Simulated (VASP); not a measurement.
Input of a VASP 6.6.1 run:

INCAR

```
SYSTEM = KCl
ALGO = Normal ; EDIFF = 1E-7
EDIFFG = -0.15 ; ENCUT = 520
GGA = PS ; IBRION = 2
ISIF = 3 ; ISMEAR = 0
LASPH = .True. ; LCHARG = .False.
LREAL = .False. ; LWAVE = .False.
NELM = 60 ; NSW = 80
PREC = Accurate ; PSTRESS = 12.0
SIGMA = 0.1
```

KPOINTS

```
k-points
0
Gamma
  12 12 12
  0 0 0
```

POSCAR

```
KCl                                     
1.0
    0.0000000000      3.0392394252      3.0392394252
    3.0392394252      0.0000000000      3.0392394252
    3.0392394252      3.0392394252      0.0000000000
  K               Cl            
     1     1
Direct
     0.0000000000000000    0.0000000000000000    0.0000000000000000
     0.5000000000000000    0.5000000000000000    0.5000000000000000
```

Potentials or basis: VASP PAW PBE potentials, release 64 (K_sv, Cl).

Run with:

```console
$ cat potpaw_PBE.64/K_sv/POTCAR potpaw_PBE.64/Cl/POTCAR > POTCAR
$ mpirun -np 1 vasp_std > vasp.out
```

Task: What does it give for the band gap on the k mesh?

Result: 5.37 eV, direct.

Final structure:
```
K Cl
1.0
     0.00000    3.03924    3.03924
     3.03924    0.00000    3.03924
     3.03924    3.03924    0.00000
K Cl
1 1
Direct
  0.00000 0.00000 0.00000
  0.50000 0.50000 0.50000
```

Caveat: the relaxation stopped at its first step, so nothing moved; the cell is relaxed towards a set pressure, so the enthalpy falls and the energy may rise. As with any semilocal functional, this PBEsol gap is likely too small.
